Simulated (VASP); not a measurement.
# HgSe (F-43m) in VASP: a series of runs

Aim: see how the results for HgSe move with the level of theory and the settings. Levels: HSE06, PBE, PBE+D4. Tasks: single point.

Everything below comes from runs of VASP 6.6.1. Logs are shortened: lines on timing, memory, paths and dates and some standing lists are left out, and cuts for length are marked.

## Step 1: Starting point

The structure is cubic, space group F-43m (No. 216). Conventional cell: a = 6.185 Å, b = 6.185 Å, c = 6.185 Å, α = 90.00°, β = 90.00°, γ = 90.00°. Around Hg (site symmetry -43m) lie 4 Se at 2.68 Å. Se (site symmetry -43m) is surrounded by 4 Hg at 2.68 Å.

The cell was built by a generator and needn't be a form met in nature.

## Step 2: Single point, HSE06

Contents of POSCAR:

```
HgSe
1.0
    0.0000000000      3.0926650940      3.0926650940
    3.0926650940      0.0000000000      3.0926650940
    3.0926650940      3.0926650940      0.0000000000
Hg Se
1 1
Direct
    0.0000000000      0.0000000000      0.0000000000
    0.2500000000      0.2500000000      0.2500000000
```

Contents of INCAR.step1:

```
SYSTEM = HgSe
ALGO = Normal
EDIFF = 1E-5
ENCUT = 520
GGA = PE
ISIF = 2
ISMEAR = -1
LASPH = .TRUE.
LCHARG = .FALSE.
LREAL = .FALSE.
LWAVE = .TRUE.
NBANDS = 16
NELM = 100
PREC = Accurate
SIGMA = 0.02
```

Contents of INCAR.step2:

```
SYSTEM = HgSe
ALGO = Normal
EDIFF = 1E-7
ENCUT = 520
GGA = PE
HFSCREEN = 0.2079
ISIF = 2
ISMEAR = -1
ISTART = 1
LASPH = .TRUE.
LCHARG = .FALSE.
LHFCALC = .TRUE.
LREAL = .FALSE.
LWAVE = .FALSE.
NBANDS = 16
NELM = 100
PREC = Accurate
PRECFOCK = Normal
SIGMA = 0.02
```

Contents of KPOINTS:

```
k-points
0
G
  4 4 4
  0 0 0
```

Potentials or basis: VASP PAW PBE potentials, release 64 (Hg, Se).

The run is started by

```
> cat potpaw_PBE.64/Hg/POTCAR potpaw_PBE.64/Se/POTCAR > POTCAR
> cp INCAR.step1 INCAR
> mpirun -np 1 vasp_std > vasp.out
> cp INCAR.step2 INCAR
> mpirun -np 1 vasp_std > vasp.out
```

OUTCAR:

```text
SYSTEM = HgSe
   EDIFF = 1E-7
   ENCUT = 520
   GGA = PE
   HFSCREEN = 0.2079
   ISIF = 2
   ISMEAR = -1
   ISTART = 1
   LASPH = .TRUE.
   LHFCALC = .TRUE.
   LREAL = .FALSE.
   NELM = 100
   PREC = Accurate
   PRECFOCK = Normal

 ion  position               nearest neighbor table
   1  0.000  0.000  0.000-   2 2.68   2 2.68   2 2.68   2 2.68
   2  0.250  0.250  0.250-   1 2.68   1 2.68   1 2.68   1 2.68

  LATTYP: Found a face centered cubic cell.
 ALAT       =     6.1853301880

  Lattice vectors:

 A1 = (   0.0000000000,   3.0926650940,   3.0926650940)
 A2 = (   3.0926650940,   0.0000000000,   3.0926650940)
 A3 = (   3.0926650940,   3.0926650940,   0.0000000000)

Analysis of symmetry for initial positions (statically):
=====================================================================
 Subroutine PRICEL returns:
 Original cell was already a primitive cell.

 Routine SETGRP: Setting up the symmetry group for a
 face centered cubic supercell.

 Subroutine GETGRP returns: Found 24 space group operations
 (whereof 24 operations were pure point group operations)
 out of a pool of 48 trial point group operations.

The static configuration has the point symmetry T_d .

Analysis of symmetry for dynamics (positions and initial velocities):
=====================================================================
 Subroutine PRICEL returns:
 Original cell was already a primitive cell.

 Routine SETGRP: Setting up the symmetry group for a
 face centered cubic supercell.

 Subroutine GETGRP returns: Found 24 space group operations
 (whereof 24 operations were pure point group operations)
 out of a pool of 48 trial point group operations.

The dynamic configuration has the point symmetry T_d .

 Subroutine INISYM returns: Found 24 space group operations
 (whereof 24 operations are pure point group operations),
 and found     1 'primitive' translations

----------------------------------------------------------------------------------------

                                     Primitive cell

  volume of cell :      59.1601

  direct lattice vectors                    reciprocal lattice vectors
     0.000000000  3.092665094  3.092665094    -0.161672857  0.161672857  0.161672857
     3.092665094  0.000000000  3.092665094     0.161672857 -0.161672857  0.161672857
     3.092665094  3.092665094  0.000000000     0.161672857  0.161672857 -0.161672857

  length of vectors
     4.373688920  4.373688920  4.373688920     0.280025602  0.280025602  0.280025602

  position of ions in fractional coordinates (direct lattice)
     0.000000000  0.000000000  0.000000000
     0.250000000  0.250000000  0.250000000

  ion indices of the primitive-cell ions
   primitive index   ion index
                 1           1
                 2           2

----------------------------------------------------------------------------------------

 KPOINTS: k-points

Automatic generation of k-mesh.
 Grid dimensions read from file:
 generate k-points for:    4    4    4

 Generating k-lattice:

  Cartesian coordinates                     Fractional coordinates (reciprocal lattice)
    -0.040418214  0.040418214  0.040418214     0.250000000  0.000000000  0.000000000
     0.040418214 -0.040418214  0.040418214     0.000000000  0.250000000  0.000000000
     0.040418214  0.040418214 -0.040418214     0.000000000  0.000000000  0.250000000

  Length of vectors
     0.070006400  0.070006400  0.070006400

  Shift w.r.t. Gamma in fractional coordinates (k-lattice)
     0.000000000  0.000000000  0.000000000

 Subroutine IBZKPT returns following result:
 ===========================================

 Found      8 irreducible k-points:

 Following reciprocal coordinates:
            Coordinates               Weight
  0.000000  0.000000  0.000000      1.000000
  0.250000  0.000000  0.000000      8.000000
  0.500000  0.000000  0.000000      4.000000
  0.250000  0.250000  0.000000      6.000000
  0.500000  0.250000  0.000000     24.000000
 -0.250000  0.250000  0.000000     12.000000
  0.500000  0.500000  0.000000      3.000000
 -0.250000  0.500000  0.250000      6.000000
   k-points           NKPTS =      8   k-points in BZ     NKDIM =     64   number of bands    NBANDS=     16
   number of dos      NEDOS =    301   number of ions     NIONS =      2
   total plane-waves  NPLWV =  46656
   dimension x,y,z NGX =    36 NGY =   36 NGZ =   36
   dimension x,y,z NGXF=    72 NGYF=   72 NGZF=   72
   ions per type =               1   1
   NGX,Y,Z   is equivalent  to a cutoff of  13.68, 13.68, 13.68 a.u.
   NGXF,Y,Z  is equivalent  to a cutoff of  27.37, 27.37, 27.37 a.u.
 SYSTEM =  HgSe
   PREC   = accura    normal or accurate (medium, high low for compatibility)
   ISTART =      1    job   : 0-new  1-cont  2-samecut
   ICHARG =      0    charge: 1-file 2-atom 10-const
   ISPIN  =      1    spin polarized calculation?
   LNONCOLLINEAR =      F non collinear calculations
   LSORBIT =      F    spin-orbit coupling
   LASPH  =      T    aspherical Exc in radial PAW
   ENCUT  =  520.0 eV  38.22 Ry    6.18 a.u.   8.13  8.13  8.13*2*pi/ulx,y,z
   NELM   =    100;   NELMIN=  2; NELMDL=  0     # of ELM steps
   EDIFF  = 0.1E-06   stopping-criterion for ELM
   LREAL  =      F    real-space projection
   EDIFFG = 0.1E-05   stopping-criterion for IOM
   NSW    =      0    number of steps for IOM
   IBRION =     -1    ionic relax: 0-MD 1-quasi-New 2-CG
   NFREE  =      0    steps in history (QN), initial steepest desc. (CG)
   ISIF   =      2    stress and relaxation
   ISYM   =      3    0-nonsym 1-usesym 2-fastsym
   POTIM  = 0.5000    time-step for ionic-motion
   TEBEG  =    0.0;   TEEND  =   0.0 temperature during run
   PSTRESS=    0.0 pullay stress
   NELECT =      18.0000    total number of electrons
   NUPDOWN=      -1.0000    fix difference up-down
   EMIN   =  10.00;   EMAX   =-10.00  energy-range for DOS
   EFERMI =   0.00;   METHOD = LEGACY
   ISMEAR =    -1;   SIGMA  =   0.02  broadening in eV -4-tet -1-fermi 0-gaus
   EFERMI_NEDOS =   21; number of points for ismear=-14 and -15
   IALGO  =     38    algorithm
   IMIX   =      1    mixing-type and parameters
     AMIX     =   0.40;   BMIX     =  1.00
     AMIX_MAG =   1.60;   BMIX_MAG =  1.00
  volume/ion in A,a.u.               =      29.58       199.62
  Fermi-wavevector in a.u.,A,eV,Ry     =   1.101090  2.080758 16.495689  1.212399
  Thomas-Fermi vector in A             =   2.237512
   LORBIT       =      0    0 simple, 1 ext, 2 COOP (PROOUT), +10 PAW based schemes
   GGA     = PE    functional components
   LHFCALC =     T    Hartree Fock is set to
   PRECFOCK=normal    Normal, Fast or Accurate (Low or Medium for compatibility)
   ENCUT4O =  -1.0   cutoff for four orbital integrals eV
   NKREDX  =     1    reduce k-point grid by
   NKREDY  =     1    reduce k-point grid by
   NKREDZ  =     1    reduce k-point grid by
   AEXX    =    0.2500 exact exchange contribution
   HFSCREEN=    0.2079 screening length (either q_TF or 0.3 A-1)
   HFSCREENC=   0.2079 screening length for correlation (either q_TF or 0.3 A-1)
   ENCUTFOCK=  -1.0 apply spherical cutoff to Coloumb kernel
   IVDW    =     0    specifies the selected vdW correction
   LEPSILON=     F    determine dielectric tensor
   LRPA    =     F    only Hartree local field effects (RPA)
 non-spin polarized calculation
  energy-cutoff  :      520.00
  volume of cell :       59.16
 maximum number of plane-waves:      1639
 NGX is ok and might be reduce to    36
  NGX = 28; NGY = 28; NGZ = 28

 number of electron      18.0000001 magnetization

 Free energy of the ion-electron system (eV)
  ---------------------------------------------------
  ext. energy  EPLUGINS =         0.00000000
  ---------------------------------------------------
  free energy    TOTEN  =        -5.22663196 eV

  energy without entropy =       -5.22543849  energy(sigma->0) =       -5.22603522

 E-fermi :   0.7634     XC(G=0):  -7.3329

 val. band max:        0.7495862583   @ k =   0.0000   0.0000   0.0000
 cond. band min:       2.5595856651   @ k =   0.2500   0.0000   0.0000
 fundamental gap:      1.8099994068
 Fermi energy:         0.7634473956

 k-point     1 :       0.0000    0.0000    0.0000
  band No.  band energies     occupation
      1     -13.5266      2.00000
      2      -7.1574      2.00000
      3      -7.1574      2.00000
      4      -7.1574      2.00000
      5      -6.4968      2.00000
      6      -6.4968      2.00000
[... 8 lines left out ...]
     15      13.0502      0.00000
     16      13.0502      0.00000

 k-point     2 :       0.2500    0.0000    0.0000
  band No.  band energies     occupation
      1     -13.2970      2.00000
      2      -7.0672      2.00000
      3      -7.0672      2.00000
      4      -6.9379      2.00000
      5      -6.4941      2.00000
      6      -6.4941      2.00000
[... 8 lines left out ...]
     15      11.8720      0.00000
     16      11.8720      0.00000

 k-point     3 :       0.5000    0.0000    0.0000
  band No.  band energies     occupation
      1     -13.0556      2.00000
      2      -6.9992      2.00000
      3      -6.9992      2.00000
      4      -6.4576      2.00000
      5      -6.4576      2.00000
      6      -6.1768      2.00000
[... 8 lines left out ...]
     15      13.6271      0.00000
     16      13.6271      0.00000

 k-point     4 :       0.2500    0.2500    0.0000
  band No.  band energies     occupation
      1     -13.2203      2.00000
      2      -7.0426      2.00000
      3      -6.9560      2.00000
      4      -6.9560      2.00000
      5      -6.5363      2.00000
      6      -6.4497      2.00000
[... 8 lines left out ...]
     15      13.2908      0.00000
     16      14.1911      0.00000

 k-point     5 :       0.5000    0.2500    0.0000
  band No.  band energies     occupation
      1     -12.9795      2.00000
      2      -6.9429      2.00000
      3      -6.8532      2.00000
      4      -6.6402      2.00000
      5      -6.4413      2.00000
      6      -6.1863      2.00000
[... 8 lines left out ...]
     15      13.8822      0.00000
     16      14.3683      0.00000

 k-point     6 :      -0.2500    0.2500    0.0000
  band No.  band energies     occupation
      1     -13.0598      2.00000
      2      -6.9571      2.00000
      3      -6.9507      2.00000
      4      -6.5939      2.00000
      5      -6.5140      2.00000
      6      -6.3688      2.00000
[... 8 lines left out ...]
     15      12.7770      0.00000
     16      14.2838      0.00000

 k-point     7 :       0.5000    0.5000    0.0000
  band No.  band energies     occupation
      1     -12.8986      2.00000
      2      -6.9135      2.00000
      3      -6.7067      2.00000
      4      -6.7067      2.00000
      5      -6.4019      2.00000
      6      -6.1226      2.00000
[... 8 lines left out ...]
     15      13.6194      0.00000
     16      14.8694      0.00000

 k-point     8 :      -0.2500    0.5000    0.2500
  band No.  band energies     occupation
      1     -12.8999      2.00000
      2      -6.8640      2.00000
      3      -6.8099      2.00000
      4      -6.5496      2.00000
      5      -6.5270      2.00000
      6      -5.9166      2.00000
[... 8 lines left out ...]
     15      14.1663      0.00000
     16      14.3989      0.00000

------------------------ aborting loop because EDIFF is reached ----------------------------------------

  FORCE on cell =-STRESS in cart. coord.  units (eV):
  Direction    XX          YY          ZZ          XY          YZ          ZX
  --------------------------------------------------------------------------------------
  -------------------------------------------------------------------------------------
  Total        0.1167149      0.1167149      0.1167149      0.0000000      0.0000000     -0.0000000
  in kB        3.1608807      3.1608807      3.1608807      0.0000000      0.0000000     -0.0000000
  external PRESSURE =       3.1608807 kB  Pullay stress =       0.0000000 kB

 VOLUME and BASIS-vectors are now :
 -----------------------------------------------------------------------------
  energy-cutoff  :      520.00
  volume of cell :       59.16
      direct lattice vectors                 reciprocal lattice vectors
     0.000000000  3.092665094  3.092665094    -0.161672857  0.161672857  0.161672857
     3.092665094  0.000000000  3.092665094     0.161672857 -0.161672857  0.161672857
     3.092665094  3.092665094  0.000000000     0.161672857  0.161672857 -0.161672857

 POSITION                                       TOTAL-FORCE (eV/Angst)
 -----------------------------------------------------------------------------------
      0.00000      0.00000      0.00000        -0.000000     -0.000000     -0.000000
      1.54633      1.54633      1.54633         0.000000      0.000000      0.000000
 -----------------------------------------------------------------------------------
    total drift:                                0.000004      0.000014      0.000009

  FREE ENERGIE OF THE ION-ELECTRON SYSTEM (eV)
  ---------------------------------------------------
  free  energy   TOTEN  =        -5.2266319596 eV

  energy  without entropy=       -5.2254384900  energy(sigma->0) =       -5.22603522
```

Run time: 5.6 min. Hardware: 1 thread of Intel Xeon 6975P-C (Granite Rapids), shared host; peak memory 0.32 GiB.

What came out:

| Property | Result |
| --- | --- |
| Free energy | -5.2266 eV |
| Pressure | 0.3 GPa |
| Band gap on the k mesh | none (metal or under the smearing width) |

Levels at points of the mesh, in eV from the Fermi level:
| k point | band 6 | band 7 | band 8 | band 9 | band 10 | band 11 | band 12 | band 13 |
| --- | --- | --- | --- | --- | --- | --- | --- | --- |
| (0.00, 0.00, 0.00) | -7.26 | -0.29 | -0.01 | -0.01 | -0.01 | 6.46 | 6.46 | 6.46 |
| (0.50, 0.00, 0.00) | -6.94 | -5.52 | -0.98 | -0.98 | 1.92 | 7.20 | 7.20 | 7.91 |
| (0.50, 0.50, 0.00) | -6.89 | -5.24 | -2.28 | -2.28 | 3.59 | 3.83 | 9.41 | 10.86 |

Caveat: the k mesh is coarse (spacing up to 0.44 Å⁻¹), so the values aren't converged, least of all with exact exchange; the PAW data sets were made with another functional, which shifts forces and pressure a little. Spin-orbit coupling is left out, which matters for the levels of Hg.

## Step 3: Single point, PBE

Contents of INCAR:

```
ALGO = Normal ; EDIFF = 1E-6
ENCUT = 520 ; GGA = PE
ISIF = 2 ; ISMEAR = -1
LASPH = T ; LCHARG = F
LREAL = F ; LWAVE = F
NBANDS = 16 ; NELM = 100
PREC = Accurate ; SIGMA = 0.02
```

Contents of KPOINTS:

```
k-points
0
Gamma
  6 6 6
```

POSCAR is that of step 2.

Potentials or basis: VASP PAW PBE potentials, release 64 (Hg, Se).

The run is started by

```
> cat potpaw_PBE.64/Hg/POTCAR potpaw_PBE.64/Se/POTCAR > POTCAR
> mpirun -np 1 vasp_std > vasp.out
```

Wall time 7.5 s (1 thread of Intel Xeon 6975P-C (Granite Rapids), shared host); peak memory 0.2 GiB.

It converged, with:

| Quantity | Value |
| --- | --- |
| Free energy | -4.0674 eV |
| Pressure | 1.9 GPa |
| Band gap on the k mesh | none (metal or under the smearing width) |

Levels at points of the mesh, in eV from the Fermi level:
```
           k point  band 6  band 7  band 8  band 9  band 10  band 11  band 12  band 13
(0.00, 0.00, 0.00)   -6.24   -1.02   -0.01   -0.01    -0.01     5.54     5.54     5.54
(0.50, 0.00, 0.00)   -5.95   -5.19   -0.89   -0.89     1.09     6.26     6.26     6.88
(0.50, 0.50, 0.00)   -5.91   -4.86   -2.11   -2.11     2.72     3.10     8.35     9.59
```

(Part 1 of 2 ends here.)
